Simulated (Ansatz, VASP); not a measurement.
## AlN in VASP and in Ansatz

File INCAR:

```
SYSTEM = AlN
PREC = Accurate ; ENCUT = 520
EDIFF = 1E-6 ; ISMEAR = 0
SIGMA = 0.05 ; LREAL = .FALSE.
LASPH = .TRUE. ; NELM = 80
ALGO = Normal ; ISIF = 2
LWAVE = .FALSE. ; LCHARG = .TRUE.
GGA = PE ; LELF = .TRUE.
LVHAR = .TRUE. ; NBANDS = 16
```

Contents of KPOINTS:

```
regular mesh
0
G
  6 6 6
  0 0 0
```

POSCAR

```
AlN
1.0
    0.0000000000     -2.2015682416     -2.2015682416
   -2.2015682416      0.0000000000     -2.2015682416
    2.2015682416      2.2015682416     -4.4031364832
Al N
2 2
Direct
   -0.0017685100     -0.0017685100     -0.0017685100
    0.4982314900      0.4982314900      0.4982314900
    0.3784066625      0.3784066625      0.8784066625
    0.8784066625      0.8784066625      0.3784066625
```

Input for Ansatz:

```yaml
crystal:
  lattice:
    - [0.0, -2.2015682416, -2.2015682416]
    - [-2.2015682416, 0.0, -2.2015682416]
    - [2.2015682416, 2.2015682416, -4.4031364832]
  atoms:
    - { symbol: Al, position: [-0.00176851, -0.00176851, -0.00176851] }
    - { symbol: Al, position: [0.49823149, 0.49823149, 0.49823149] }
    - { symbol: "N", position: [0.3784066625, 0.3784066625, 0.8784066625] }
    - { symbol: "N", position: [0.8784066625, 0.8784066625, 0.3784066625] }
basis:
  ecutwfc: 520.0
kpoints:
  mp_grid: { grid: [6, 6, 6] }
hamiltonian:
  xc: pbe
scf:
  occupations: { method: gaussian, width: 0.05 }
output:
  forces: true
  stress: true
  eigenvalues: true
```

Change from the starting cell: mode 4 frozen in at +0.000 Å and mode 10 at -0.030 Å (largest displacements).

Alike in both runs: task single point; functional PBE; k mesh 6 × 6 × 6; occupations gaussian, width 0.05 eV; no spin polarisation.

|  | VASP | Ansatz |
| --- | --- | --- |
| version | VASP 6.6.1 | Ansatz 0.2.0 |
| potentials or method | VASP PAW PBE potentials, release 64 (Al, N) | scalar-relativistic, plane waves, PAW |
| plane-wave cutoff (eV) | 520 | 520 |
| valence electrons in the cell | 16 | 16 |

|  | VASP | Ansatz | Ansatz less VASP |
| --- | --- | --- | --- |
| gap on the k mesh at the Fermi level (eV) | 3.19 | 3.19 | +0.007 |
| least direct gap on the mesh (eV) | 3.67 | 3.68 | +0.005 |
| pressure (GPa) | 0.0 | 0.2 | +0.26 |
| largest component of the traceless stress (GPa) | 2.76 | 2.75 | -0.009 |
| rms of the force components (eV/Å) | 0.359 | 0.358 | -0.0009 |

Atom by atom the forces differ by 0.001 eV/Å (rms over components).

A k mesh can miss the band edges.
